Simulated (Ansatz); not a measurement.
Input for Ansatz (plane-wave DFT, PAW):

```yaml
crystal:
  lattice:
    - [2.9103592733, 0.0, 0.0]
    - [0.0, 5.1996298254, 0.0]
    - [0.0, 0.0, 24.0060230381]
  atoms:
    - { symbol: Ta, position: [0.0, 0.5, 0.3124215947] }
    - { symbol: "N", position: [0.0, 0.8924063645, 0.3124215947] }
    - { symbol: Ta, position: [0.5, 0.0, 0.3749477298] }
    - { symbol: "N", position: [0.0, 0.3037968177, 0.3860285548] }
    - { symbol: "N", position: [0.0, 0.8037968177, 0.4263930399] }
    - { symbol: Ta, position: [0.5, 0.5, 0.4374738649] }
    - { symbol: Ta, position: [0.0, 0.0, 0.5] }
    - { symbol: "N", position: [0.0, 0.3924063645, 0.5] }
    - { symbol: Ta, position: [0.5, 0.5, 0.5625261351] }
    - { symbol: "N", position: [0.0, 0.8037968177, 0.5736069601] }
    - { symbol: "N", position: [0.0, 0.3037968177, 0.6139714452] }
    - { symbol: Ta, position: [0.5, 0.0, 0.6250522702] }
    - { symbol: Ta, position: [0.0, 0.5, 0.6875784053] }
    - { symbol: "N", position: [0.0, 0.8924063645, 0.6875784053] }
basis:
  ecutwfc: 500
kpoints:
  mp_grid: { grid: [12, 7, 1] }
hamiltonian:
  xc: r2scan
scf:
  occupations: { method: gaussian, width: 0.1 }
output:
  forces: true
  stress: true
  eigenvalues: true
efield:
  axis: 3
  dipole_correction: true
  ramp_width: 0.04
```

Launched with
```bash
ansatz run input.yaml --threads 1 --pin off --max-ram 2560MiB --backend cpu --events-out ev --progress --plain --runs-dir out
```

The calculation used DFT r2SCAN, scalar-relativistic, plane waves, PAW in Ansatz.

Abridged output (iterations and final results):

```
SCF iter   1: F=—  HF=-72315.169527 eV  |F-HF|=—  |Δ(HF+E_count)|=         —  Δρ=1.06e-2  dr2=1.59e0  dr2_τ=9.72e-1  ethr=1.77e-3  p=0.000 e·Å  D=1.65e-13 V/Å  ΔV_dip= 0.00 eV  dr2_dipole=3.79e-7  V_vac-E_F(+/−)=4.52/4.52 eV  ⟨swp⟩=9.1  Hψ=11359  notcnv=0
efield: sawtooth ramp at fractional position 0.9800 (placed from the atoms, in the widest stretch of the axis that holds none; the zero of the levels goes with the place), width 0.0400; the density the first Hamiltonian is built on has a dipole p = 0.000 e·Å; the dipole correction subtracts the counter field D = 1.65e-13 V/Å, which shifts the + side's vacuum level by  0.00 eV against the − side's; the planar-averaged density in the ramp window peaks in size at 2.9e-5 e/Å³
SCF iter   2: F=—  HF=-72315.533996 eV  |F-HF|=—  |Δ(HF+E_count)|=   3.64e-1  Δρ=5.96e-3  dr2=1.79e-1  dr2_τ=2.22e-2  ethr=1.26e-3  p= 0.000 e·Å  D=-1.03e-5 V/Å  ΔV_dip=0.00 eV  dr2_dipole=5.91e-7  V_vac-E_F(+/−)=3.94/3.94 eV  ⟨swp⟩=3.1  Hψ=3516  notcnv=0  defer=199
SCF iter   3: F=—  HF=-72315.538671 eV  |F-HF|=—  |Δ(HF+E_count)|=   4.67e-3  Δρ=4.32e-3  dr2=1.17e-1  dr2_τ=1.03e-2  ethr=1.42e-4  p= 0.000 e·Å  D=-5.21e-6 V/Å  ΔV_dip=0.00 eV  dr2_dipole=4.41e-8  V_vac-E_F(+/−)=3.98/3.98 eV  ⟨swp⟩=2.6  Hψ=3763  notcnv=0  defer=199
SCF iter   4: F=—  HF=-72315.520986 eV  |F-HF|=—  |Δ(HF+E_count)|=   1.77e-2  Δρ=1.16e-3  dr2=1.84e-2  dr2_τ=6.83e-4  ethr=9.28e-5  p= 0.000 e·Å  D=-3.07e-6 V/Å  ΔV_dip=0.00 eV  dr2_dipole=1.16e-8  V_vac-E_F(+/−)=3.94/3.94 eV  ⟨swp⟩=2.0  Hψ=3164  notcnv=0  defer=195
SCF iter   5: F=—  HF=-72315.519643 eV  |F-HF|=—  |Δ(HF+E_count)|=   1.34e-3  Δρ=4.37e-4  dr2=2.33e-3  dr2_τ=9.86e-5  ethr=1.46e-5  p= 0.000 e·Å  D=-1.33e-6 V/Å  ΔV_dip=0.00 eV  dr2_dipole=3.72e-9  V_vac-E_F(+/−)=3.89/3.89 eV  ⟨swp⟩=2.0  Hψ=2922  notcnv=0  defer=187
SCF iter   6: F=—  HF=-72315.519632 eV  |F-HF|=—  |Δ(HF+E_count)|=   1.10e-5  Δρ=1.74e-4  dr2=1.55e-4  dr2_τ=1.57e-5  ethr=1.85e-6  p= 0.000 e·Å  D=-9.01e-7 V/Å  ΔV_dip=0.00 eV  dr2_dipole=1.58e-9  V_vac-E_F(+/−)=3.87/3.87 eV  ⟨swp⟩=2.1  Hψ=2979  notcnv=0  defer=187
SCF iter   7: F=—  HF=-72315.519748 eV  |F-HF|=—  |Δ(HF+E_count)|=   1.16e-4  Δρ=6.28e-5  dr2=4.33e-5  dr2_τ=1.53e-6  ethr=1.23e-7  p= 0.000 e·Å  D=-4.32e-7 V/Å  ΔV_dip=0.00 eV  dr2_dipole=3.68e-10  V_vac-E_F(+/−)=3.86/3.86 eV  ⟨swp⟩=3.1  Hψ=3390  notcnv=0  defer=187
SCF iter   8: F=—  HF=-72315.519721 eV  |F-HF|=—  |Δ(HF+E_count)|=   2.65e-5  Δρ=2.29e-5  dr2=5.47e-6  dr2_τ=2.68e-7  ethr=3.43e-8  p= 0.000 e·Å  D=-5.40e-8 V/Å  ΔV_dip=0.00 eV  dr2_dipole=1.59e-11  V_vac-E_F(+/−)=3.85/3.85 eV  ⟨swp⟩=2.7  Hψ=2835  notcnv=0  defer=187
SCF iter   9: F=—  HF=-72315.519724 eV  |F-HF|=—  |Δ(HF+E_count)|=   2.85e-6  Δρ=1.36e-5  dr2=1.22e-6  dr2_τ=7.42e-8  ethr=4.34e-9  p=0.000 e·Å  D=5.83e-9 V/Å  ΔV_dip= 0.00 eV  dr2_dipole=2.05e-13  V_vac-E_F(+/−)=3.85/3.85 eV  ⟨swp⟩=3.2  Hψ=3609  notcnv=0  defer=187
SCF iter  10: F=—  HF=-72315.519725 eV  |F-HF|=—  |Δ(HF+E_count)|=   7.31e-7  Δρ=8.52e-6  dr2=4.84e-7  dr2_τ=4.41e-8  ethr=9.69e-10  p= 0.000 e·Å  D=-5.59e-10 V/Å  ΔV_dip=0.00 eV  dr2_dipole=1.18e-12  V_vac-E_F(+/−)=3.85/3.85 eV  ⟨swp⟩=3.1  Hψ=3349  notcnv=0  defer=187
SCF iter  11: F=-72315.519725 eV  HF=-72315.519725 eV  |F-HF|=1.12e-8  |Δ(HF+E_count)|=   9.53e-8  Δρ=2.59e-6  dr2=3.53e-8  dr2_τ=4.04e-9  ethr=7.94e-11  p= 0.000 e·Å  D=-1.41e-9 V/Å  ΔV_dip=0.00 eV  dr2_dipole=4.47e-13  V_vac-E_F(+/−)=3.85/3.85 eV  ⟨swp⟩=17.0  Hψ=12884  notcnv=0
SCF 1 converged in 11 iterations: F = -72315.519725 eV  dr2 = 3.53e-8
SCF converged after 11 iterations
Free energy (F): -72315.519725 eV
Harris-Foulkes:  -72315.519725 eV  (|F-HF|=1.12e-8)
Internal energy: -72315.497894 eV  (E = F + TS)
E sigma→0 (E₀):  -72315.508810 eV
Entropy (-TS):   -0.021831 eV (-1.559 meV/atom)
Fermi energy:    6.199780 eV
Dipole field:    D = -0.000001 V/Å  (p = -0.000001 e·Å, saw-weighted, corrected)
Work function:   Φ+ = 3.8489 eV   Φ− = 3.8488 eV
Levels:          The Fermi level and band energies are counted from a zero that moves with the ramp; work functions are not
--- Per-component energies (eV) ---
  E_band       = -2228.887785
  E_kinetic    = 3481.947778
  E_local      = -125875.963403  (includes V_loc(G=0)·N_el)
  E_nonlocal   = 417.651291
  E_hartree    = 61379.342128
  E_xc         = -1847.514379
  E_vxc        = -2142.958190  (∫ρ·V_xc dr)
  E_paw        = -59862.054294  (= ΣΔE_a)
  E_vpaw       = -979.757564  (= ΣTr[D̂ρ^β])
  E_aug_tail   = 0.000691  (compensation charges beyond the density's cutoff)
  E_vtau       = 111.524977  (kinetic-family band-sum trace: ∫τ·v_τ [+ j·A + Jᵃ·Aᵃ] dr)
  E_efield     = 0.000000  (sawtooth field / dipole correction)
  E_vefield    = 0.000000  (∫n·V_field dr)
  E_ewald      = 49996.593207
  E_core_change = -5.500914  (= ΣΔE_core)
  E_smearing   = -0.021831  (= −TS)
--- Forces (eV/Å), atoms counted from 1 ---
  atom   1  Ta     0.00000000     2.18322873     0.49562994
  atom   2  N      0.00000000    -1.52466370     1.60158183
  atom   3  Ta     0.00000000    -1.37160590    -2.13906057
  atom   4  N      0.00000000     0.60985021    -0.59886799
  atom   5  N      0.00000000    -0.04513586     0.51879842
  atom   6  Ta     0.00000000     0.29040158     0.25574090
  atom   7  Ta     0.00000000    -0.19855577     0.00000005
  atom   8  N      0.00000000    -0.08576115    -0.00000059
  atom   9  Ta     0.00000000     0.29040171    -0.25574063
  atom  10  N      0.00000000    -0.04513542    -0.51879812
  atom  11  N      0.00000000     0.60984968     0.59886845
  atom  12  Ta     0.00000000    -1.37160544     2.13906039
  atom  13  Ta     0.00000000     2.18322844    -0.49562994
  atom  14  N      0.00000000    -1.52466392    -1.60158166
--- Stress (GPa, compression-positive) ---
       -1.528108       0.000000       0.000000
        0.000000      -7.311232       0.000000
        0.000000       0.000000      -2.367697
  P = ⅓ Tr σ = -3.7357 GPa (-37.357 kbar)
--- Band table (eV; the first three rows and the last of 28) ---
  k-point 0: bands = ["-64.7674", "-64.7515", "-64.4886", "-64.4885", "-64.3514", "-64.3514", "-64.1182", "-30.9298", "-30.9221", "-30.8725", "-30.6390", "-30.4854", "-30.4802", "-30.4437", "-30.4189", "-30.3804", "-30.3555", "-30.3511", "-30.3181", "-30.1776", "-30.1685", "-30.1189", "-30.1019", "-30.0280", "-30.0271", "-29.5881", "-29.5881", "-29.5213", "-12.5026", "-11.8508", "-10.6727", "-10.2194", "-10.1410", "-8.7463", "-8.7069", "-2.6998", "-2.3187", "-1.2910", "-1.2158", "-0.4915", "-0.2670", "0.1136", "0.5654", "0.5947", "0.7091", "1.3486", "1.4103", "1.6968", "1.7362", "1.9224", "2.0714", "2.2685", "2.3394", "2.6693", "2.7346", "3.1263", "3.1432", "4.1172", "4.1826", "4.2988", "4.3 ...
  k-point 1: bands = ["-64.7672", "-64.7513", "-64.4887", "-64.4886", "-64.3515", "-64.3515", "-64.1183", "-30.9437", "-30.9011", "-30.8681", "-30.6526", "-30.4886", "-30.4831", "-30.4561", "-30.4254", "-30.3545", "-30.3430", "-30.3349", "-30.3173", "-30.1851", "-30.1763", "-30.1353", "-30.0986", "-30.0287", "-30.0278", "-29.5884", "-29.5883", "-29.5216", "-12.4112", "-11.7792", "-10.7000", "-10.2806", "-10.2447", "-8.7241", "-8.6950", "-2.6318", "-2.2405", "-1.4250", "-1.2951", "-0.5246", "-0.4258", "0.1702", "0.5760", "0.6353", "0.7404", "1.2001", "1.4564", "1.6230", "1.7087", "1.9516", "2.0751", "2.2566", "2.3103", "2.7421", "2.8268", "3.0165", "3.1567", "4.0171", "4.1088", "4.1423", "4.2 ...
  k-point 2: bands = ["-64.7668", "-64.7509", "-64.4889", "-64.4888", "-64.3516", "-64.3516", "-64.1183", "-30.9696", "-30.8527", "-30.8519", "-30.6983", "-30.4984", "-30.4719", "-30.4593", "-30.4231", "-30.3520", "-30.3153", "-30.3082", "-30.3073", "-30.2104", "-30.1937", "-30.1533", "-30.0977", "-30.0300", "-30.0293", "-29.5889", "-29.5889", "-29.5223", "-12.1575", "-11.5748", "-10.8662", "-10.5177", "-10.3601", "-8.6753", "-8.6674", "-2.4739", "-2.0208", "-1.7362", "-1.4475", "-0.8679", "-0.3129", "-0.0246", "0.5600", "0.7540", "0.8810", "0.8903", "1.4324", "1.5601", "1.8099", "1.8894", "2.0416", "2.2268", "2.4585", "2.7205", "2.7454", "3.1291", "3.2142", "3.7062", "4.0551", "4.0749", "4. ...
  k-point 27: bands = ["-64.7195", "-64.7043", "-64.4429", "-64.4429", "-64.3090", "-64.3090", "-64.0743", "-31.2163", "-31.1308", "-30.8724", "-30.8634", "-30.7987", "-30.6842", "-30.6384", "-30.5682", "-30.4138", "-30.4129", "-30.3639", "-30.2998", "-30.2582", "-30.2531", "-30.2074", "-30.1640", "-30.1611", "-30.1573", "-30.1532", "-30.1079", "-30.1022", "-10.9490", "-10.6940", "-10.6501", "-10.4062", "-10.3057", "-8.2148", "-8.2143", "-2.3524", "-1.6786", "-1.4546", "-1.3943", "-1.2876", "-1.2697", "-0.6758", "-0.6266", "-0.5883", "-0.0226", "0.1228", "0.6094", "0.6802", "1.1352", "1.1764", "1.8693", "2.0535", "2.6991", "2.7225", "3.3562", "3.6812", "3.7243", "3.7604", "4.0749", "4.4507", ...
```

The run converged.

It took 6.3 min on 1 thread of Intel(R) Xeon(R) Processor @ 2.50GHz (Skylake/Cascade Lake), with other jobs on the host, peak memory 1.4 GiB.

Spin–orbit coupling is left out, which can shift energies with elements as heavy as these.